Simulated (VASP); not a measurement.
# BN (Qingsongite) (F-43m) in VASP: settings compared, part 2 of 3

VASP 6.6.1.

**3. Single point, PBE (volume changed by -6%)**

Input file INCAR:

```
PREC     = Accurate       # precision mode
ENCUT    = 600            # plane-wave cutoff, eV
EDIFF    = 1E-6           # SCF threshold, eV
ISMEAR   = 0              # smearing method
SIGMA    = 0.01           # smearing width, eV
LREAL    = F              # projectors in reciprocal space
LASPH    = T              # aspherical terms in the spheres
NELM     = 120            # most SCF steps
ALGO     = Normal         # electronic algorithm
ISIF     = 2              # what is computed and relaxed
LWAVE    = F              # write WAVECAR
LCHARG   = F              # write CHGCAR
GGA      = PE             # functional
NBANDS   = 11             # bands
GGA_COMPAT= F
```

Input file KPOINTS:

```
regular mesh
0
Gamma
  10 10 10
```

Input file POSCAR:

```
BN
1.0
    0.0000000000      1.7753526885      1.7753526885
    1.7753526885      0.0000000000      1.7753526885
    1.7753526885      1.7753526885      0.0000000000
B N
1 1
Direct
    0.0000000000      0.0000000000      0.0000000000
    0.2500000000      0.2500000000      0.2500000000
```

Potentials or basis: VASP PAW PBE potentials, release 64 (B, N).

On the command line:

```
$ cat potpaw_PBE.64/B/POTCAR potpaw_PBE.64/N/POTCAR > POTCAR
$ mpirun -np 1 vasp_std > vasp.out
```

It took 6.1 s on 1 thread of Intel Xeon Platinum 8559C (Emerald Rapids), shared host; peak memory 0.12 GiB.

Results (log left out):

* Free energy: -17.3974 eV
* Pressure: 25.9 GPa
* Band gap on the k mesh: 4.51 eV, indirect (least direct gap 9.08 eV)

Levels at points of the mesh, in eV from the valence-band top:
```csv
k point,band 2,band 3,band 4,band 5,band 6,band 7
"(0.00, 0.00, 0.00)",0.00,0.00,0.00,9.08,9.08,9.08
"(0.50, 0.00, 0.00)",-11.20,-2.04,-2.04,10.86,11.00,11.00
"(0.50, 0.50, 0.00)",-9.28,-5.18,-5.18,4.51,9.53,18.76
```

Caveat: the cell differs from its parent crystal (volume changed by -6%).

**4. Single point, PBE**

This run uses another cell than the first one, of 5.88 Å³/atom, 0.988 times its volume.

Input file INCAR:

```
SYSTEM = BN
ALGO     = Normal         ! electronic algorithm
EDIFF    = 1E-6           ! SCF threshold, eV
ENCUT    = 600            ! plane-wave cutoff, eV
GGA      = PE             ! functional
GGA_COMPAT= .FALSE.      
ISIF     = 2              ! what is computed and relaxed
ISMEAR   = 0              ! smearing method
LASPH    = .TRUE.         ! aspherical terms in the spheres
LCHARG   = .FALSE.        ! write CHGCAR
LREAL    = .FALSE.        ! projectors in reciprocal space
LWAVE    = .FALSE.        ! write WAVECAR
NBANDS   = 11             ! bands
NELM     = 120            ! most SCF steps
PREC     = Accurate       ! precision mode
SIGMA    = 0.01           ! smearing width, eV
```

Input file KPOINTS:

```
k-points
0
G
  12 12 12
  0 0 0
```

Input file POSCAR:

```
BN
1.0
    0.0000000000      1.8048245576      1.8048245576
    1.8048245576      0.0000000000      1.8048245576
    1.8048245576      1.8048245576      0.0000000000
B N
1 1
Direct
    0.0000000000      0.0000000000      0.0000000000
    0.2500000000      0.2500000000      0.2500000000
```

Potentials or basis: VASP PAW PBE potentials, release 64 (B, N).

On the command line:

```
$ cat potpaw_PBE.64/B/POTCAR potpaw_PBE.64/N/POTCAR > POTCAR
$ mpirun -np 1 vasp_std > vasp.out
```

OUTCAR:

```text
SYSTEM = BN
   EDIFF = 1E-6
   ENCUT = 600
   GGA = PE
   ISIF = 2
   ISMEAR = 0
   LASPH = .TRUE.
   LREAL = .FALSE.
   NELM = 120
   PREC = Accurate

 ion  position               nearest neighbor table
   1  0.000  0.000  0.000-   2 1.56   2 1.56   2 1.56   2 1.56
   2  0.250  0.250  0.250-   1 1.56   1 1.56   1 1.56   1 1.56

  LATTYP: Found a face centered cubic cell.
 ALAT       =     3.6096491152

  Lattice vectors:

 A1 = (   0.0000000000,   1.8048245576,   1.8048245576)
 A2 = (   1.8048245576,   0.0000000000,   1.8048245576)
 A3 = (   1.8048245576,   1.8048245576,   0.0000000000)

Analysis of symmetry for initial positions (statically):
=====================================================================
 Subroutine PRICEL returns:
 Original cell was already a primitive cell.

 Routine SETGRP: Setting up the symmetry group for a
 face centered cubic supercell.

 Subroutine GETGRP returns: Found 24 space group operations
 (whereof 24 operations were pure point group operations)
 out of a pool of 48 trial point group operations.

The static configuration has the point symmetry T_d .

Analysis of symmetry for dynamics (positions and initial velocities):
[... 166 lines left out ...]
 k-point     1 :       0.0000    0.0000    0.0000
  band No.  band energies     occupation
      1     -12.8239      2.00000
      2       7.4576      2.00000
      3       7.4576      2.00000
      4       7.4576      2.00000
      5      16.2985      0.00000
      6      16.2985      0.00000
      7      16.2985      0.00000
      8      17.8799      0.00000
      9      32.2935      0.00000
     10      35.2786      0.00000
     11      35.2786      0.00000
[... 309 lines left out ...]
 k-point    24 :      -0.4167    0.1667    0.0000
  band No.  band energies     occupation
      1      -8.2213      2.00000
      2      -2.5784      2.00000
      3       3.3195      2.00000
      4       4.8788      2.00000
      5      16.7936      0.00000
      6      19.7195      0.00000
      7      19.7340      0.00000
      8      23.2055      0.00000
      9      28.5663      0.00000
     10      32.8629      0.00000
     11      34.2267      0.00000

 [... further k-points ...]
[... 5 lines left out ...]
  --------------------------------------------------------------------------------------
  -------------------------------------------------------------------------------------
  Total        0.3482222      0.3482222      0.3482222      0.0000000      0.0000000      0.0000000
  in kB       47.4495502     47.4495502     47.4495502      0.0000000      0.0000000      0.0000000
  external PRESSURE =      47.4495502 kB  Pullay stress =       0.0000000 kB

 VOLUME and BASIS-vectors are now :
 -----------------------------------------------------------------------------
  energy-cutoff  :      600.00
  volume of cell :       11.76
      direct lattice vectors                 reciprocal lattice vectors
     0.000000000  1.804824558  1.804824558    -0.277035238  0.277035238  0.277035238
     1.804824558  0.000000000  1.804824558     0.277035238 -0.277035238  0.277035238
     1.804824558  1.804824558  0.000000000     0.277035238  0.277035238 -0.277035238

 POSITION                                       TOTAL-FORCE (eV/Angst)
 -----------------------------------------------------------------------------------
      0.00000      0.00000      0.00000         0.000000      0.000000      0.000000
      0.90241      0.90241      0.90241        -0.000000     -0.000000     -0.000000
 -----------------------------------------------------------------------------------
    total drift:                                0.000000      0.000000      0.000000

  FREE ENERGIE OF THE ION-ELECTRON SYSTEM (eV)
  ---------------------------------------------------
  free  energy   TOTEN  =       -17.4520141529 eV

  energy  without entropy=      -17.4520141529  energy(sigma->0) =      -17.45201415
```

OSZICAR:

```text
N       E                     dE             d eps       ncg     rms          rms(c)
DAV:   1     0.144867774391E+02    0.14487E+02   -0.53658E+03  1600   0.805E+02
DAV:   2    -0.177963115842E+02   -0.32283E+02   -0.31387E+02  1921   0.190E+02
DAV:   3    -0.184238888967E+02   -0.62758E+00   -0.62642E+00  1895   0.217E+01
DAV:   4    -0.184247130089E+02   -0.82411E-03   -0.82409E-03  1716   0.876E-01
DAV:   5    -0.184247138054E+02   -0.79653E-06   -0.79654E-06  1839   0.269E-02    0.671E+00
DAV:   6    -0.175393605827E+02    0.88535E+00   -0.29349E+00  1747   0.105E+01    0.326E+00
DAV:   7    -0.174661521552E+02    0.73208E-01   -0.10516E-01  1797   0.270E+00    0.191E+00
DAV:   8    -0.174517336078E+02    0.14419E-01   -0.36113E-02  1760   0.139E+00    0.195E-01
DAV:   9    -0.174519213536E+02   -0.18775E-03   -0.93565E-04  1689   0.265E-01    0.840E-02
DAV:  10    -0.174520089769E+02   -0.87623E-04   -0.12347E-04  1736   0.101E-01    0.154E-02
DAV:  11    -0.174520140807E+02   -0.51037E-05   -0.86098E-06  1803   0.247E-02    0.104E-02
DAV:  12    -0.174520141529E+02   -0.72206E-07   -0.14305E-06  1005   0.889E-03
   1 F= -.17452014E+02 E0= -.17452014E+02  d E =-.427148E-49
```

Wall time 9.2 s (1 thread of Intel Xeon Platinum 8559C (Emerald Rapids), shared host); peak memory 0.12 GiB.

Results:

```yaml
Free_energy: -17.4520 eV
Pressure: 4.7 GPa
Band_gap_on_the_k_mesh: 4.46 eV, indirect (least direct gap 8.84 eV)
```

A k mesh can miss the band edges. A hybrid or GW would open this gap; PBE tends to underestimate it.

**5. Single point, r2SCAN (volume changed by -6%)**

Input file POSCAR:

```
BN
1.0
    0.0000000000      1.7679810653      1.7679810653
    1.7679810653      0.0000000000      1.7679810653
    1.7679810653      1.7679810653      0.0000000000
B N
1 1
Direct
    0.0000000000      0.0000000000      0.0000000000
    0.2500000000      0.2500000000      0.2500000000
```

Input file INCAR.step1:

```
SYSTEM = BN
  PREC = Accurate
  ENCUT = 660
  ISMEAR = 0
  SIGMA = 0.01
  LREAL = .FALSE.
  LASPH = .TRUE.
  NELM = 120
  NBANDS = 11
  GGA = PE
  ALGO = Normal
  EDIFF = 1E-5
  LWAVE = .TRUE.
  LCHARG = .FALSE.
  GGA_COMPAT = .FALSE.
```

Input file INCAR.step2:

```
SYSTEM = BN
  PREC = Accurate
  ENCUT = 660
  EDIFF = 1E-6
  ISMEAR = 0
  SIGMA = 0.01
  LREAL = .FALSE.
  LASPH = .TRUE.
  NELM = 120
  ALGO = Normal
  ISIF = 2
  LWAVE = .FALSE.
  LCHARG = .FALSE.
  METAGGA = R2SCAN
  LMIXTAU = .TRUE.
  NBANDS = 11
  ISTART = 1
  GGA_COMPAT = .FALSE.
```

Input file KPOINTS:

```
Automatic mesh
0
G
  10 10 10
  0 0 0
```

On the command line:

```
$ cat potpaw_PBE.64/B/POTCAR potpaw_PBE.64/N/POTCAR > POTCAR
$ cp INCAR.step1 INCAR
$ mpirun -np 1 vasp_std > vasp.out
$ cp INCAR.step2 INCAR
$ mpirun -np 1 vasp_std > vasp.out
```

Wall time 20 s (1 thread of Intel Xeon Platinum 8559C (Emerald Rapids), shared host); peak memory 0.14 GiB.

Results (log left out):

```yaml
Free_energy: -19.1108 eV
Pressure: 28.6 GPa
Band_gap_on_the_k_mesh: 5.05 eV, indirect (least direct gap 9.85 eV)
```

Levels at points of the mesh, in eV from the valence-band top:
| k point | band 2 | band 3 | band 4 | band 5 | band 6 | band 7 |
| --- | --- | --- | --- | --- | --- | --- |
| (0.00, 0.00, 0.00) | 0.00 | 0.00 | 0.00 | 9.85 | 9.85 | 9.85 |
| (0.50, 0.00, 0.00) | -11.72 | -2.15 | -2.15 | 11.70 | 11.84 | 11.84 |
| (0.50, 0.50, 0.00) | -9.78 | -5.44 | -5.44 | 5.05 | 10.21 | 20.35 |

Caveat: the cell differs from its parent crystal (volume changed by -6%); the PAW data sets were made with another functional, which shifts forces and pressure a little. A k mesh can miss the band edges.

(Part 2 of 3 ends here.)
